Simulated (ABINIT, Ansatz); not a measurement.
# A GW run on CaSe (Fm-3m) in ABINIT, with inputs changed

What do changed inputs do to GW on CaSe (Fm-3m)?

Method: LDA and many-body steps on it, plane waves, in ABINIT 10.8.3.

The database entry behind the starting cell differs from later determinations by our own check (0.1 to 0.3 % short, probably kX units), so it need not match the best structure at ambient conditions.

### 1. The structure

The structure is cubic, space group Fm-3m (No. 225). The conventional cell has a = 5.912 Å, b = 5.912 Å, c = 5.912 Å, α = 90.00°, β = 90.00°, γ = 90.00°. Ca has 6 Se at 2.96 Å nearest. Nearest to Se lie 6 Ca at 2.96 Å. Farther neighbours and most contacts between anions are not listed.

The cell and positions come from the Crystallography Open Database and are kept as given unless a step says otherwise.

### 2. Screening, 4×4×4 mesh, 79 bands, screening to 141.5 eV

This step: ABINIT 10.8.3; RPA screening on LDA, plane waves, norm-conserving pseudopotentials.

The RPA dielectric matrix is built and inverted for each q.

File run.abi:

```
acell 3*1.0 Angstrom
rprim 
  -0.000000000000 2.956000000000 2.956000000000
  2.956000000000 -0.000000000000 2.956000000000
  2.956000000000 2.956000000000 -0.000000000000
ntypat 2
znucl 20 34
natom 2
typat 1 2
xred 
  0.000000000000 0.000000000000 0.000000000000
  0.500000000000 0.500000000000 0.500000000000
pp_dirpath "pseudos"
pseudos "Ca.upf, Se.upf"
ecut 48
ngkpt 4 4 4
nshiftk 1
shiftk 0 0 0
kptopt 1
chksymbreak 0
istwfk *1
occopt 1
irdwfk 1
optdriver 3
nband 79
ecuteps 5.2
inclvkb 2
awtr 1
symchi 1
indata_prefix "in"
outdata_prefix "out"
tmpdata_prefix "tmp"
```

The run is started by

```
> OMP_NUM_THREADS=1 mpirun -n 4 abinit run.abi > log
```

What it wrote:

```text
.Version 10.8.3 of ABINIT. v10.8.2 released Aug 2026.

 Symmetries : space group Fm -3 m (#225); Bravais cF (face-center cubic)
[... echo of the input left out ...]
== DATASET  1 ==================================================================
-   mpi_nproc: 4, omp_nthreads: 1 (-1 if OMP is not activated)

--- !DatasetInfo
iteration_state: {dtset: 1, }
dimensions: {natom: 2, nkpt: 8, mband: 79, nsppol: 1, nspinor: 1, nspden: 1, mpw: 5577, }
cutoff_energies: {ecut:  48.0, pawecutdg:  -1.0, }
electrons: {nelect:   3.40000000E+01, charge:   0.00000000E+00, occopt:   1.00000000E+00, tsmear:   1.00000000E-02, }

 SCREENING: Calculation of the susceptibility and dielectric matrices

 Based on a program developped by R.W. Godby, V. Olevano, G. Onida, and L. Reining.
 Incorporated in ABINIT by V. Olevano, G.-M. Rignanese, and M. Torrent.
.Using double precision arithmetic ; gwpc =  8

[... cell and pseudopotentials left out ...]
--------------------------------------------------------------------------------

 ==== K-mesh for the wavefunctions ====
 Number of points in the irreducible wedge :     8
[... list of points left out ...]
 Together with 48 symmetry operations and time-reversal symmetry
 yields    64 points in the full Brillouin Zone.

 ==== Q-mesh for the screening function ====
 Number of points in the irreducible wedge :     8
[... list of points left out ...]
 Together with 48 symmetry operations and time-reversal symmetry
 yields    64 points in the full Brillouin Zone.

 setmesh: FFT mesh size selected  =    36x   36x   36
          total number of points  =        46656

 vcoul_init : cutoff-mode = AUXILIARY_FUNCTION
 q-points for optical limit:   1
     1)      0.000010    0.000020    0.000030

- screening: taking advantage of time-reversal symmetry
- Maximum band index for partially occupied states nbvw = 17
- Remaining bands to be divided among processors   nbcw = 62
- Number of bands treated by each node ~15

 Number of electrons calculated from density =   34.0000; Expected =   34.0000
 average of density, n =  0.097530
 r_s =    1.3477
 omega_plasma =   30.1249 [eV]

 calculating chi0 at frequencies [eV] :
  1    0.000000E+00    0.000000E+00
  2    0.000000E+00    3.012487E+01

--------------------------------------------------------------------------------
  q-point number  1        q = ( 0.000000, 0.000000, 0.000000) [r.l.u.]
--------------------------------------------------------------------------------
[... chi0 elements left out ...]
 For q-point:  0.000010 0.000020 0.000030
  dielectric constant =   6.2736
  dielectric constant without local fields =   7.2961

  Average fulfillment of the sum rule on Im[epsilon] for q-point    1 :     37.39  [%]
[... wings left out ...]
  q-point number  2        q = ( 0.250000, 0.000000, 0.000000) [r.l.u.]
--------------------------------------------------------------------------------
[... chi0 elements left out ...]
  Average fulfillment of the sum rule on Im[epsilon] for q-point    2 :     43.71  [%]

 [... 6 further q-points ...]
```

Elapsed: 46 s, on 4 MPI ranks of Arm Neoverse V1, shared host; peak memory 1.3 GiB.

This step gave:

| Item | Value |
| --- | --- |
| ε∞ with local fields, on this mesh, along the program's q direction | 6.274 |
| the same without local fields | 7.296 |
| plasma frequency | 30.12 eV |
| plane waves in the screening matrix | 181 |

Local fields lower ε∞ by 14 %. On a Γ-centred mesh this coarse the value itself is usually too large, while a short band sum pulls it down.

### 3. Base

The self-energy is evaluated for the states that the input lists, and the levels follow from it, in one-shot runs by the linearised quasiparticle equation.

This step: G0W0 on LDA, plane waves, norm-conserving pseudopotentials.

run.abi: that of step 2 with these lines changed.

```diff
@@ -23,8 +23,17 @@
 irdwfk 1
-optdriver 3
+optdriver 4
 nband 79
+gwcalctyp 0
+ecutsigx 48
+symsigma 1
+nkptgw 2
+kptgw 
+  0.0000000000 0.0000000000 0.0000000000
+  0.5000000000 0.5000000000 0.0000000000
+bdgw 
+  15 21
+  16 19
 ecuteps 5.2
-inclvkb 2
-awtr 1
-symchi 1
+irdscr 1
+ppmodel 1
 indata_prefix "in"
```

What it wrote:

```text
.Version 10.8.3 of ABINIT. v10.8.2 released Aug 2026.

 Symmetries : space group Fm -3 m (#225); Bravais cF (face-center cubic)
[... echo of the input left out ...]
== DATASET  1 ==================================================================
-   mpi_nproc: 4, omp_nthreads: 1 (-1 if OMP is not activated)

--- !DatasetInfo
iteration_state: {dtset: 1, }
dimensions: {natom: 2, nkpt: 8, mband: 79, nsppol: 1, nspinor: 1, nspden: 1, mpw: 5577, }
cutoff_energies: {ecut:  48.0, pawecutdg:  -1.0, }
electrons: {nelect:   3.40000000E+01, charge:   0.00000000E+00, occopt:   1.00000000E+00, tsmear:   1.00000000E-02, }

 SIGMA: Calculation of the GW corrections

 Based on a program developped by R.W. Godby, V. Olevano, G. Onida, and L. Reining.
 Incorporated in ABINIT by V. Olevano, G.-M. Rignanese, and M. Torrent.
.Using double precision arithmetic ; gwpc =  8

[... cell and pseudopotentials left out ...]
--------------------------------------------------------------------------------

 ==== K-mesh for the wavefunctions ====
 Number of points in the irreducible wedge :     8
[... list of points left out ...]
 Together with 48 symmetry operations and time-reversal symmetry
 yields    64 points in the full Brillouin Zone.

 ==== Q-mesh for screening function ====
 Number of points in the irreducible wedge :     8
[... list of points left out ...]
 Together with 48 symmetry operations and time-reversal symmetry
 yields    64 points in the full Brillouin Zone.

 vcoul_init : cutoff-mode = AUXILIARY_FUNCTION
 q-points for optical limit:   1
     1)      0.000010    0.000020    0.000030
 setmesh: FFT mesh size selected  =    50x   50x   50
          total number of points  =       125000

 Number of electrons calculated from density =   34.0000; Expected =   34.0000
 average of density, n =  0.097530
 r_s =    1.3477
 omega_plasma =   30.1249 [eV]

 === KS Band Gaps ===
  >>>> For spin  1
   Minimum direct gap =   2.8166 [eV], located at k-point      :   0.5000  0.5000  0.0000
   Fundamental gap    =   1.8738 [eV], Top of valence bands at :   0.0000  0.0000  0.0000
                                       Bottom of conduction at :   0.5000  0.5000  0.0000
 SIGMA fundamental parameters:
 PLASMON POLE MODEL  1
 number of plane-waves for SigmaX                 5577
 number of plane-waves for SigmaC and W            181
 number of plane-waves for wavefunctions          5577
 number of bands                                    79
 number of independent spin polarizations            1
 number of spinorial components                      1
 number of k-points in IBZ                           8
 number of q-points in IBZ                           8
 number of symmetry operations                      48
 number of k-points in BZ                           64
 number of q-points in BZ                           64
 number of frequencies for dSigma/dE                 9
 frequency step for dSigma/dE [eV]                0.25
 number of omega for Sigma on real axis              0
 max omega for Sigma on real axis  [eV]           0.00
 zcut for avoiding poles [eV]                     0.10

 EPSILON^-1 parameters (SCR file):
 dimension of the eps^-1 matrix on file            181
 dimension of the eps^-1 matrix used               181
 number of plane-waves for wavefunctions          5577
 number of bands                                    79
 number of q-points in IBZ                           8
 number of frequencies                               2
 number of real frequencies                          1
 number of imag frequencies                          1

 matrix elements of self-energy operator (all in [eV])

 Perturbative Calculation

--- !SelfEnergy_ee
iteration_state: {dtset: 1, }
kpoint     : [   0.000,    0.000,    0.000, ]
spin       : 1
KS_gap     :    3.093
QP_gap     :    4.250
Delta_QP_KS:    1.157
data: !SigmaeeData |
     Band     E0 <VxcDFT>   SigX SigC(E0)      Z dSigC/dE  Sig(E)    E-E0       E
       15   4.497 -14.498 -16.679   1.783   0.802  -0.247 -14.818  -0.320   4.177
       16   4.497 -14.498 -16.679   1.783   0.802  -0.247 -14.818  -0.320   4.177
       17   4.497 -14.498 -16.679   1.783   0.802  -0.247 -14.818  -0.320   4.177
       18   7.590 -11.006  -6.321  -3.669   0.824  -0.214 -10.169   0.837   8.427
       19   8.050 -12.301  -6.145  -4.269   0.810  -0.234 -10.772   1.529   9.579
       20   8.050 -12.301  -6.145  -4.269   0.810  -0.234 -10.772   1.529   9.579
       21   8.050 -12.301  -6.145  -4.269   0.810  -0.234 -10.772   1.529   9.579

--- !SelfEnergy_ee
iteration_state: {dtset: 1, }
kpoint     : [   0.500,    0.500,    0.000, ]
spin       : 1
KS_gap     :    2.817
QP_gap     :    4.361
Delta_QP_KS:    1.545
data: !SigmaeeData |
     Band     E0 <VxcDFT>   SigX SigC(E0)      Z dSigC/dE  Sig(E)    E-E0       E
       16   3.554 -13.651 -16.273   1.994   0.798  -0.253 -14.152  -0.501   3.053
       17   3.554 -13.651 -16.273   1.994   0.798  -0.253 -14.152  -0.501   3.053
       18   6.371 -10.383  -5.401  -3.709   0.820  -0.220  -9.339   1.044   7.415
       19   9.344 -10.420  -5.362  -4.016   0.821  -0.218  -9.564   0.855  10.199

== END DATASET(S) ==============================================================
================================================================================

 -outvars: echo values of variables after computation  --------
           etotal      0.0000000000E+00
            nband          79
             nkpt           8
          spgroup         225
 [... the other variables as echoed above ...]

 Calculation completed.
```

Run time: 8.8 s. Hardware: 4 MPI ranks; peak memory 1.1 GiB; 35 s of CPU time.

This step gave:

```yaml
g0w0_gap_on_the_points_computed: 3.238 eV
starting_gap_on_the_mesh: 1.874 eV
k_of_the_valence_top: 0, 0, 0
k_of_the_conduction_bottom: 0.5, 0.5, 0
z_at_the_valence_top: 0.802
z_at_the_conduction_bottom: 0.82
least_direct_g0w0_gap_on_the_computed_points: 4.25 eV
```

The gap on the mesh goes from 1.87 eV to 3.24 eV, a correction of +1.36 eV.

### 4. No symmetry in the self-energy

run.abi: that of step 3 with these lines changed.

```diff
@@ -27,3 +27,3 @@
 ecutsigx 48
-symsigma 1
+symsigma 0
 nkptgw 2
```

What it wrote:

```text
.Version 10.8.3 of ABINIT. v10.8.2 released Aug 2026.

 Symmetries : space group Fm -3 m (#225); Bravais cF (face-center cubic)
[... echo of the input left out ...]
== DATASET  1 ==================================================================
-   mpi_nproc: 4, omp_nthreads: 1 (-1 if OMP is not activated)

--- !DatasetInfo
iteration_state: {dtset: 1, }
dimensions: {natom: 2, nkpt: 8, mband: 79, nsppol: 1, nspinor: 1, nspden: 1, mpw: 5577, }
cutoff_energies: {ecut:  48.0, pawecutdg:  -1.0, }
electrons: {nelect:   3.40000000E+01, charge:   0.00000000E+00, occopt:   1.00000000E+00, tsmear:   1.00000000E-02, }

 SIGMA: Calculation of the GW corrections

 Based on a program developped by R.W. Godby, V. Olevano, G. Onida, and L. Reining.
 Incorporated in ABINIT by V. Olevano, G.-M. Rignanese, and M. Torrent.
.Using double precision arithmetic ; gwpc =  8

[... cell and pseudopotentials left out ...]
--------------------------------------------------------------------------------

 ==== K-mesh for the wavefunctions ====
 Number of points in the irreducible wedge :     8
[... list of points left out ...]
 Together with 48 symmetry operations and time-reversal symmetry
 yields    64 points in the full Brillouin Zone.

 ==== Q-mesh for screening function ====
 Number of points in the irreducible wedge :     8
[... list of points left out ...]
 Together with 48 symmetry operations and time-reversal symmetry
 yields    64 points in the full Brillouin Zone.

 vcoul_init : cutoff-mode = AUXILIARY_FUNCTION
 q-points for optical limit:   1
     1)      0.000010    0.000020    0.000030
 setmesh: FFT mesh size selected  =    50x   50x   50
          total number of points  =       125000

 Number of electrons calculated from density =   34.0000; Expected =   34.0000
[...]
number of omega for Sigma on real axis              0
 max omega for Sigma on real axis  [eV]           0.00
 zcut for avoiding poles [eV]                     0.10

 EPSILON^-1 parameters (SCR file):
 dimension of the eps^-1 matrix on file            181
 dimension of the eps^-1 matrix used               181
 number of plane-waves for wavefunctions          5577
 number of bands                                    79
 number of q-points in IBZ                           8
 number of frequencies                               2
 number of real frequencies                          1
 number of imag frequencies                          1

 matrix elements of self-energy operator (all in [eV])

 Perturbative Calculation

--- !SelfEnergy_ee
iteration_state: {dtset: 1, }
kpoint     : [   0.000,    0.000,    0.000, ]
spin       : 1
KS_gap     :    3.093
QP_gap     :    4.250
Delta_QP_KS:    1.157
data: !SigmaeeData |
     Band     E0 <VxcDFT>   SigX SigC(E0)      Z dSigC/dE  Sig(E)    E-E0       E
       15   4.497 -14.498 -16.679   1.783   0.802  -0.247 -14.817  -0.319   4.178
       16   4.497 -14.498 -16.679   1.782   0.802  -0.247 -14.818  -0.320   4.177
       17   4.497 -14.498 -16.679   1.783   0.802  -0.247 -14.817  -0.319   4.178
[...]
--- !SelfEnergy_ee
iteration_state: {dtset: 1, }
kpoint     : [   0.500,    0.500,    0.000, ]
spin       : 1
KS_gap     :    2.817
QP_gap     :    4.361
Delta_QP_KS:    1.544
data: !SigmaeeData |
     Band     E0 <VxcDFT>   SigX SigC(E0)      Z dSigC/dE  Sig(E)    E-E0       E
[...]
18   6.371 -10.383  -5.401  -3.709   0.820  -0.220  -9.339   1.044   7.415
       19   9.344 -10.420  -5.362  -4.016   0.821  -0.218  -9.564   0.855  10.199

== END DATASET(S) ==============================================================
================================================================================

 -outvars: echo values of variables after computation  --------
           etotal      0.0000000000E+00
            nband          79
             nkpt           8
          spgroup         225
 [... the other variables as echoed above ...]

 Calculation completed.
```

The job ended after 40 s (4 MPI ranks; peak memory 1.1 GiB; 2.6 min of CPU time).

This step gave:

```
G0W0 gap on the points computed              : 3.237 eV
starting gap on the mesh                     : 1.874 eV
k of the valence top                         : 0, 0, 0
k of the conduction bottom                   : 0.5, 0.5, 0
Z at the valence top                         : 0.802
Z at the conduction bottom                   : 0.82
least direct G0W0 gap on the computed points : 4.249 eV
```

Against G0W0 in ABINIT (4×4×4 mesh, 79 bands, screening to 141.5 eV, Godby-Needs plasmon pole), the gap moves by −0.001 eV.

### 5. Exchange cutoff of one hartree

run.abi: that of step 4 with these lines changed.

```diff
@@ -26,4 +26,4 @@
 gwcalctyp 0
-ecutsigx 48
-symsigma 0
+ecutsigx 1
+symsigma 1
 nkptgw 2
```

What it wrote:

```text
.Version 10.8.3 of ABINIT. v10.8.2 released Aug 2026.

 Symmetries : space group Fm -3 m (#225); Bravais cF (face-center cubic)
[... echo of the input left out ...]
== DATASET  1 ==================================================================
-   mpi_nproc: 4, omp_nthreads: 1 (-1 if OMP is not activated)

--- !DatasetInfo
iteration_state: {dtset: 1, }
dimensions: {natom: 2, nkpt: 8, mband: 79, nsppol: 1, nspinor: 1, nspden: 1, mpw: 5577, }
cutoff_energies: {ecut:  48.0, pawecutdg:  -1.0, }
electrons: {nelect:   3.40000000E+01, charge:   0.00000000E+00, occopt:   1.00000000E+00, tsmear:   1.00000000E-02, }

 SIGMA: Calculation of the GW corrections

 Based on a program developped by R.W. Godby, V. Olevano, G. Onida, and L. Reining.
 Incorporated in ABINIT by V. Olevano, G.-M. Rignanese, and M. Torrent.
.Using double precision arithmetic ; gwpc =  8

[... cell and pseudopotentials left out ...]
--------------------------------------------------------------------------------

 ==== K-mesh for the wavefunctions ====
 Number of points in the irreducible wedge :     8
[... list of points left out ...]
 Together with 48 symmetry operations and time-reversal symmetry
 yields    64 points in the full Brillouin Zone.

 ==== Q-mesh for screening function ====
 Number of points in the irreducible wedge :     8
[... list of points left out ...]
 Together with 48 symmetry operations and time-reversal symmetry
 yields    64 points in the full Brillouin Zone.

 vcoul_init : cutoff-mode = AUXILIARY_FUNCTION
 q-points for optical limit:   1
     1)      0.000010    0.000020    0.000030
 setmesh: FFT mesh size selected  =    27x   27x   27
          total number of points  =        19683

 Number of electrons calculated from density =   34.0000; Expected =   34.0000
[...]
number of omega for Sigma on real axis              0
 max omega for Sigma on real axis  [eV]           0.00
 zcut for avoiding poles [eV]                     0.10

 EPSILON^-1 parameters (SCR file):
 dimension of the eps^-1 matrix on file            181
 dimension of the eps^-1 matrix used                15
 number of plane-waves for wavefunctions          5577
 number of bands                                    79
 number of q-points in IBZ                           8
 number of frequencies                               2
 number of real frequencies                          1
 number of imag frequencies                          1

 matrix elements of self-energy operator (all in [eV])

 Perturbative Calculation

--- !SelfEnergy_ee
iteration_state: {dtset: 1, }
kpoint     : [   0.000,    0.000,    0.000, ]
spin       : 1
KS_gap     :    3.093
QP_gap     :    3.269
Delta_QP_KS:    0.176
data: !SigmaeeData |
     Band     E0 <VxcDFT>   SigX SigC(E0)      Z dSigC/dE  Sig(E)    E-E0       E
       15   4.497 -14.498 -12.625   2.153   0.820  -0.219 -11.195   3.303   7.800
       16   4.497 -14.498 -12.625   2.153   0.820  -0.219 -11.195   3.303   7.800
       17   4.497 -14.498 -12.625   2.153   0.820  -0.219 -11.195   3.303   7.800
[...]
--- !SelfEnergy_ee
iteration_state: {dtset: 1, }
kpoint     : [   0.500,    0.500,    0.000, ]
spin       : 1
KS_gap     :    2.817
QP_gap     :    3.027
Delta_QP_KS:    0.210
data: !SigmaeeData |
     Band     E0 <VxcDFT>   SigX SigC(E0)      Z dSigC/dE  Sig(E)    E-E0       E
[...]
18   6.371 -10.383  -3.272  -3.644   0.826  -0.211  -7.521   2.862   9.233
       19   9.344 -10.420  -3.071  -3.828   0.827  -0.209  -7.507   2.912  12.256

== END DATASET(S) ==============================================================
================================================================================

 -outvars: echo values of variables after computation  --------
           etotal      0.0000000000E+00
            nband          79
             nkpt           8
          spgroup         225
 [... the other variables as echoed above ...]

 Calculation completed.
```

Elapsed: 3.6 s, on 4 MPI ranks; peak memory 0.64 GiB.

The run ended normally, though the input holds a fault or crude settings.

The fault put into this input: exchange cutoff of one hartree. It printed a gap of 1.43 eV, an artefact of the input.

### 6. The runs together

Times are wall times on 4 MPI ranks of Arm Neoverse V1, shared host, good to a factor of about two. A run's time includes the screening step that it read.

| run | mesh | bands | screening cutoff (eV) | DFT gap (eV) | gap on the mesh (eV) | direct (eV) | ε∞ used | time |
| --- | --- | --- | --- | --- | --- | --- | --- | --- |
| base | 4×4×4 | 79 | 141.5 | 1.874 | 3.238 | 4.250 | 6.27 | 55 s |
| no symmetry in the self-energy | 4×4×4 | 79 | 141.5 | 1.874 | 3.237 | 4.249 | 6.27 | 86 s |

### 7. Results

| Quantity | Value |
| --- | --- |
| base | 3.238 eV |
| no symmetry in the self-energy | 3.237 eV |
| known limits | not at the basis limit; no spin-orbit coupling; coarse k mesh |

**Reading.** No symmetry in the self-energy: −0.001 eV against base (keys changed: symsigma). Bands and cutoff are finite, so the gap is not at the basis limit. The miss can reach some tenths of an eV and take either sign; the mesh is an error of its own. In the G0W0 runs levels were corrected at 2 k points alone, so a gap called «on the mesh» is the least over those, and an edge elsewhere would be missed. The 4×4×4 mesh is coarse for this cell, which bears on the long-range parts of exchange and screening. The many-body steps are scalar-relativistic: spin-orbit coupling is not in them.

[Paths, hosts, dates, memory and timing lines, banners, echoed tables and standing remarks are left out of the program output.]

[Logs are printed without paths, hosts, clocks, repeated set-up lines and the standing remarks that a program may print on its own settings, such as how far it seeks lower states.]

[Runs of the session that timed out or met a known fault of the program may be left out.]

[Hosts, paths, dates, database ids (printed as entryN), source tags and the programs' standing remarks are cut or masked in the printed files.]

[G0W0 gaps are taken among the corrected bands and points alone; a level outside them can change the order at an edge.]

[Where Ansatz stands beside ABINIT at settings called matched, ABINIT's density can come from a denser mesh and the files from another edition; pairs whose starting gaps differed by over 0.03 eV were left out, so agreement reads better than it is.]
